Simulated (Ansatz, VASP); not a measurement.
# One calculation of Cu, two programs

INCAR

```
  PREC = Accurate
  ENCUT = 520
  EDIFF = 1E-7
  ISMEAR = -1
  SIGMA = 0.1
  LREAL = False
  LASPH = True
  NELM = 80
  ALGO = Normal
  ISIF = 2
  LWAVE = False
  LCHARG = False
  GGA = RP
  NBANDS = 12
```

Contents of KPOINTS:

```
Automatic mesh
0
Gamma
  14 14 14
```

Contents of POSCAR:

```
Cu
1.0
    2.4711928255      0.0000000000      0.0000000000
    0.0000000000      2.4711928255      0.0000000000
    0.0000000000      0.0000000000      2.4711928255
Cu
1
Direct
    0.0000000000      0.0000000000      0.0000000000
```

Input for Ansatz:

```yaml
crystal:
  lattice:
    - [2.4711928255, 0.0, 0.0]
    - [0.0, 2.4711928255, 0.0]
    - [0.0, 0.0, 2.4711928255]
  atoms:
    - { symbol: Cu, position: [0.0, 0.0, 0.0] }
hamiltonian:
  xc: rpbe
  pseudopotentials:
    kind: paw
    azcp:
      Cu: "pseudopotentials/Cu.paw.azcp"
basis:
  ecutwfc: 420
  fft_grid_basis: typed
kpoints:
  mp_grid: { grid: [14, 14, 14], shift: [0, 0, 0] }
magnetization:
  spin_polarized: false
scf:
  occupations: { method: fermi_dirac, width: 0.1 }
  lower_state_search: "off"
output:
  stress: true
```

Alike in both runs: task single point; functional RPBE; k mesh 14 × 14 × 14; occupations fermi-dirac, width 0.1 eV; no spin polarisation.

|  | VASP | Ansatz |
| --- | --- | --- |
| version | VASP 6.6.1 | Ansatz 0.2.0 |
| potentials or method | VASP PAW PBE potentials, release 64 (Cu) | plane waves (420 eV) with PAW, scalar-relativistic |
| plane-wave cutoff (eV) | 520 | 420 |
| valence electrons in the cell | 11 | 19 |

```tsv
	VASP	Ansatz	Ansatz less VASP
pressure (GPa)	-2.9	-3.2	-0.31
```

The two sets of potentials don't hold the same shells in valence.

Caveats: the PAW data sets were made with another functional, which shifts forces and pressure a little (VASP).
